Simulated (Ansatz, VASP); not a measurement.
## Two plane-wave programs on MgO

```xyz
4
Lattice="3.4295 0.0107 0.0075 -1.7055 2.9541 -0.0149 0.0113 -0.0195 5.0822" Properties=species:S:1:pos:R:3 pbc="T T T"
Mg    0.1697    1.7819    0.0652
Mg    1.8071    0.7449    2.6138
O    -0.1457    2.1602    1.9761
O     1.6373    1.2072    4.5247
```

Alike in both runs: task single point; functional PBEsol; k mesh 9 × 9 × 6; occupations gaussian, width 0.02 eV; no spin polarisation.

|  | VASP | Ansatz |
| --- | --- | --- |
| version | VASP 6.6.1 | Ansatz 0.2.0 |
| potentials or method | VASP PAW PBE potentials, release 64 (Mg, O) | scalar-relativistic, plane waves, PAW |
| plane-wave cutoff (eV) | 520 | 420 |
| valence electrons in the cell | 16 | 32 |

|  | VASP | Ansatz | Ansatz less VASP |
| --- | --- | --- | --- |
| gap on the k mesh at the Fermi level (eV) | 2.62 | 2.62 | +0.001 |
| least direct gap on the mesh (eV) | 2.62 | 2.62 | +0.001 |
| pressure (GPa) | 8.3 | 7.9 | -0.39 |
| largest component of the traceless stress (GPa) | 12.74 | 12.29 | -0.445 |
| rms of the force components (eV/Å) | 3.396 | 3.296 | -0.1001 |

Atom by atom the forces differ by 0.101 eV/Å (rms over components). The two sets of potentials don't hold the same shells in valence. Ansatz warned: «structure_snapped_to_symmetry».

Caveats: the PAW data sets were made with another functional, which shifts forces and pressure a little (VASP); an odd mesh through Γ misses points on the zone boundary, where band edges often lie.
